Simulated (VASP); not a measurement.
# BeSe (F-43m) in VASP: notebook, part 2 of 3

VASP 6.6.1.

**4. Relaxation of cell and atoms, r2SCAN**

This run uses another cell than the first one, of 17.25 Å³/atom, 1.059 times its volume.

Input file INCAR:

```
SYSTEM = BeSe
ALGO = Normal ; EDIFF = 1E-7
EDIFFG = -0.005 ; ENCUT = 600
IBRION = 2 ; ISIF = 3
ISMEAR = 0 ; LASPH = .TRUE.
LCHARG = .FALSE. ; LMIXTAU = .TRUE.
LREAL = .FALSE. ; LWAVE = .FALSE.
METAGGA = R2SCAN ; NELM = 80
NSW = 90 ; PREC = Accurate
SIGMA = 0.03
```

Input file KPOINTS:

```
k-points
0
G
  10 10 10
  0 0 0
```

Input file POSCAR:

```
BeSe                                    
1.0
    0.0000000000      2.5836608292      2.5836608292
    2.5836608292      0.0000000000      2.5836608292
    2.5836608292      2.5836608292      0.0000000000
  Be              Se            
     1     1
Direct
     0.0000000000000000    0.0000000000000000    0.0000000000000000
     0.2500000000000000    0.2500000000000000    0.2500000000000000
```

Potentials or basis: VASP PAW PBE potentials, release 64 (Be, Se).

On the command line:

```sh
$ cat potpaw_PBE.64/Be/POTCAR potpaw_PBE.64/Se/POTCAR > POTCAR
$ mpirun -np 1 vasp_std > vasp.out
```

OUTCAR:

```text
SYSTEM = BeSe
   EDIFF = 1E-7
   EDIFFG = -0.005
   ENCUT = 600
   IBRION = 2
   ISIF = 3
   ISMEAR = 0
   LASPH = .TRUE.
   LREAL = .FALSE.
   METAGGA = R2SCAN
   NELM = 80
   NSW = 90
   PREC = Accurate

 ion  position               nearest neighbor table
   1  0.000  0.000  0.000-   2 2.24   2 2.24   2 2.24   2 2.24
   2  0.250  0.250  0.250-   1 2.24   1 2.24   1 2.24   1 2.24

  LATTYP: Found a face centered cubic cell.
 ALAT       =     5.1673216584

  Lattice vectors:

 A1 = (   0.0000000000,   2.5836608292,   2.5836608292)
 A2 = (   2.5836608292,   0.0000000000,   2.5836608292)
 A3 = (   2.5836608292,   2.5836608292,   0.0000000000)

Analysis of symmetry for initial positions (statically):
=====================================================================
 Subroutine PRICEL returns:
 Original cell was already a primitive cell.

 Routine SETGRP: Setting up the symmetry group for a
 face centered cubic supercell.

 Subroutine GETGRP returns: Found 24 space group operations
 (whereof 24 operations were pure point group operations)
 out of a pool of 48 trial point group operations.

The static configuration has the point symmetry T_d .

Analysis of symmetry for dynamics (positions and initial velocities):
=====================================================================
 Subroutine PRICEL returns:
 Original cell was already a primitive cell.

 Routine SETGRP: Setting up the symmetry group for a
 face centered cubic supercell.

 Subroutine GETGRP returns: Found 24 space group operations
 (whereof 24 operations were pure point group operations)
 out of a pool of 48 trial point group operations.

The dynamic configuration has the point symmetry T_d .

 Subroutine INISYM returns: Found 24 space group operations
 (whereof 24 operations are pure point group operations),
 and found     1 'primitive' translations

----------------------------------------------------------------------------------------

                                     Primitive cell

  volume of cell :      34.4934

  direct lattice vectors                    reciprocal lattice vectors
     0.000000000  2.583660829  2.583660829    -0.193523854  0.193523854  0.193523854
     2.583660829  0.000000000  2.583660829     0.193523854 -0.193523854  0.193523854
     2.583660829  2.583660829  0.000000000     0.193523854  0.193523854 -0.193523854

  length of vectors
     3.653848185  3.653848185  3.653848185     0.335193147  0.335193147  0.335193147

  position of ions in fractional coordinates (direct lattice)
     0.000000000  0.000000000  0.000000000
     0.250000000  0.250000000  0.250000000

  ion indices of the primitive-cell ions
   primitive index   ion index
                 1           1
                 2           2

----------------------------------------------------------------------------------------

 KPOINTS: k-points

Automatic generation of k-mesh.
 Grid dimensions read from file:
 generate k-points for:   10   10   10

 Generating k-lattice:

  Cartesian coordinates                     Fractional coordinates (reciprocal lattice)
    -0.019352385  0.019352385  0.019352385     0.100000000  0.000000000  0.000000000
     0.019352385 -0.019352385  0.019352385     0.000000000  0.100000000  0.000000000
     0.019352385  0.019352385 -0.019352385     0.000000000  0.000000000  0.100000000

  Length of vectors
     0.033519315  0.033519315  0.033519315

  Shift w.r.t. Gamma in fractional coordinates (k-lattice)
     0.000000000  0.000000000  0.000000000

 Subroutine IBZKPT returns following result:
 ===========================================

 Found     47 irreducible k-points:

 Following reciprocal coordinates:
            Coordinates               Weight
  0.000000  0.000000  0.000000      1.000000
  0.100000  0.000000  0.000000      8.000000
  0.200000  0.000000  0.000000      8.000000
  0.300000  0.000000  0.000000      8.000000
  0.400000  0.000000  0.000000      8.000000
  0.500000  0.000000  0.000000      4.000000
[... 16 lines left out ...]
  0.300000  0.300000  0.000000      6.000000
  0.400000  0.300000  0.000000     24.000000
 [... further k-points ...]
   k-points           NKPTS =     47   k-points in BZ     NKDIM =     47   number of bands    NBANDS=      8
   number of dos      NEDOS =    301   number of ions     NIONS =      2
   total plane-waves  NPLWV =  27000
   dimension x,y,z NGX =    30 NGY =   30 NGZ =   30
   dimension x,y,z NGXF=    60 NGYF=   60 NGZF=   60
   ions per type =               1   1
   NGX,Y,Z   is equivalent  to a cutoff of  13.65, 13.65, 13.65 a.u.
   NGXF,Y,Z  is equivalent  to a cutoff of  27.30, 27.30, 27.30 a.u.
 SYSTEM =  BeSe
   PREC   = accura    normal or accurate (medium, high low for compatibility)
   ISTART =      0    job   : 0-new  1-cont  2-samecut
   ICHARG =      2    charge: 1-file 2-atom 10-const
   ISPIN  =      1    spin polarized calculation?
   LNONCOLLINEAR =      F non collinear calculations
   LSORBIT =      F    spin-orbit coupling
   LASPH  =      T    aspherical Exc in radial PAW
   ENCUT  =  600.0 eV  44.10 Ry    6.64 a.u.   7.30  7.30  7.30*2*pi/ulx,y,z
   NELM   =     80;   NELMIN=  2; NELMDL= -5     # of ELM steps
   EDIFF  = 0.1E-06   stopping-criterion for ELM
   LREAL  =      F    real-space projection
   EDIFFG = -.5E-02   stopping-criterion for IOM
   NSW    =     90    number of steps for IOM
   IBRION =      2    ionic relax: 0-MD 1-quasi-New 2-CG
   NFREE  =      1    steps in history (QN), initial steepest desc. (CG)
   ISIF   =      3    stress and relaxation
   ISYM   =      2    0-nonsym 1-usesym 2-fastsym
   POTIM  = 0.5000    time-step for ionic-motion
   TEBEG  =    0.0;   TEEND  =   0.0 temperature during run
   PSTRESS=    0.0 pullay stress
   NELECT =       8.0000    total number of electrons
   NUPDOWN=      -1.0000    fix difference up-down
   EMIN   =  10.00;   EMAX   =-10.00  energy-range for DOS
   EFERMI =   0.00;   METHOD = LEGACY
   ISMEAR =     0;   SIGMA  =   0.03  broadening in eV -4-tet -1-fermi 0-gaus
   EFERMI_NEDOS =   21; number of points for ismear=-14 and -15
   IALGO  =     38    algorithm
   IMIX   =      4    mixing-type and parameters
     AMIX     =   0.40;   BMIX     =  1.00
     AMIX_MAG =   1.60;   BMIX_MAG =  1.00
  volume/ion in A,a.u.               =      17.25       116.39
  Fermi-wavevector in a.u.,A,eV,Ry     =   1.005833  1.900749 13.765022  1.011701
  Thomas-Fermi vector in A             =   2.138538
   LORBIT       =      0    0 simple, 1 ext, 2 COOP (PROOUT), +10 PAW based schemes
   METAGGA = R2SCAN    functional components
   LHFCALC =     F    Hartree Fock is set to
   AEXX    =    0.0000 exact exchange contribution
   IVDW    =     0    specifies the selected vdW correction
   LEPSILON=     F    determine dielectric tensor
   LRPA    =     F    only Hartree local field effects (RPA)
 conjugate gradient relaxation of ions
 non-spin polarized calculation
 Gauss-broadening in eV      SIGMA  =   0.03
  energy-cutoff  :      600.00
  volume of cell :       34.49
 maximum number of plane-waves:      1179
 NGX is ok and might be reduce to    30
   NGX = 15   NGY = 15   NGZ = 15

 number of electron       8.0000001 magnetization

 Free energy of the ion-electron system (eV)
  ---------------------------------------------------
  ext. energy  EPLUGINS =         0.00000000
  ---------------------------------------------------
  free energy    TOTEN  =       -20.52956624 eV

  energy without entropy =      -20.52956624  energy(sigma->0) =      -20.52956624

 E-fermi :   3.1763     XC(G=0):  -9.7968

 val. band max:        2.9854098743   @ k =   0.0000   0.0000   0.0000
 cond. band min:       6.1149850213   @ k =   0.5000   0.5000   0.0000
 fundamental gap:      3.1295751470
 Fermi energy:         3.1763455110

 k-point     1 :       0.0000    0.0000    0.0000
  band No.  band energies     occupation
      1     -11.2568      2.00000
      2       2.9854      2.00000
      3       2.9854      2.00000
      4       2.9854      2.00000
      5       8.0031      0.00000
      6       8.5794      0.00000
      7       8.5794      0.00000
      8       8.5794      0.00000
[... 243 lines left out ...]
 k-point    24 :       0.4000    0.3000    0.0000
  band No.  band energies     occupation
      1      -9.8635      2.00000
      2      -1.3583      2.00000
      3       0.5044      2.00000
      4       0.7679      2.00000
      5       6.9713      0.00000
      6       8.6381      0.00000
      7      12.9670      0.00000
      8      13.2193      0.00000

 [... further k-points ...]

------------------------ aborting loop because EDIFF is reached ----------------------------------------

  FORCE on cell =-STRESS in cart. coord.  units (eV):
  Direction    XX          YY          ZZ          XY          YZ          ZX
  --------------------------------------------------------------------------------------
  -------------------------------------------------------------------------------------
  Total       -0.0000222     -0.0000222     -0.0000222      0.0000000      0.0000000      0.0000000
  in kB       -0.0010307     -0.0010307     -0.0010307      0.0000000      0.0000000      0.0000000
  external PRESSURE =      -0.0010307 kB  Pullay stress =       0.0000000 kB

 VOLUME and BASIS-vectors are now :
 -----------------------------------------------------------------------------
  energy-cutoff  :      600.00
  volume of cell :       34.49
      direct lattice vectors                 reciprocal lattice vectors
     0.000000000  2.583660829  2.583660829    -0.193523854  0.193523854  0.193523854
     2.583660829  0.000000000  2.583660829     0.193523854 -0.193523854  0.193523854
     2.583660829  2.583660829  0.000000000     0.193523854  0.193523854 -0.193523854

 POSITION                                       TOTAL-FORCE (eV/Angst)
 -----------------------------------------------------------------------------------
      0.00000      0.00000      0.00000        -0.000000      0.000000     -0.000000
      1.29183      1.29183      1.29183         0.000000     -0.000000      0.000000
 -----------------------------------------------------------------------------------
    total drift:                                0.000000      0.000000      0.000000

  FREE ENERGIE OF THE ION-ELECTRON SYSTEM (eV)
  ---------------------------------------------------
  free  energy   TOTEN  =       -20.5295662375 eV

  energy  without entropy=      -20.5295662375  energy(sigma->0) =      -20.52956624

 reached required accuracy - stopping structural energy minimisation
```

Wall time 77 s (1 thread of Intel Xeon Platinum 8488C (Sapphire Rapids), shared host); peak memory 0.18 GiB.

What came out:

* Free energy: -20.5296 eV
* Pressure after relaxing: 0.0 GPa
* Band gap on the k mesh: 3.13 eV, indirect (least direct gap 5.02 eV)

Final structure:
```
Be Se
1.0
     0.00000    2.58366    2.58366
     2.58366    0.00000    2.58366
     2.58366    2.58366    0.00000
Be Se
1 1
Direct
  0.00000 0.00000 0.00000
  0.25000 0.25000 0.25000
```

Levels at points of the mesh, in eV from the valence-band top:
| k point | band 1 | band 2 | band 3 | band 4 | band 5 | band 6 | band 7 | band 8 |
| --- | --- | --- | --- | --- | --- | --- | --- | --- |
| (0.00, 0.00, 0.00) | -14.24 | 0.00 | 0.00 | 0.00 | 5.02 | 5.59 | 5.59 | 5.59 |
| (0.50, 0.00, 0.00) | -12.86 | -5.78 | -1.08 | -1.08 | 4.90 | 6.55 | 6.55 | 10.76 |
| (0.50, 0.50, 0.00) | -12.38 | -5.17 | -2.67 | -2.67 | 3.13 | 4.68 | 12.65 | 12.65 |

Caveat: the relaxation stopped at its first step, so nothing moved; the PAW data sets were made with another functional, which shifts forces and pressure a little.

(Part 2 of 3 ends here.)
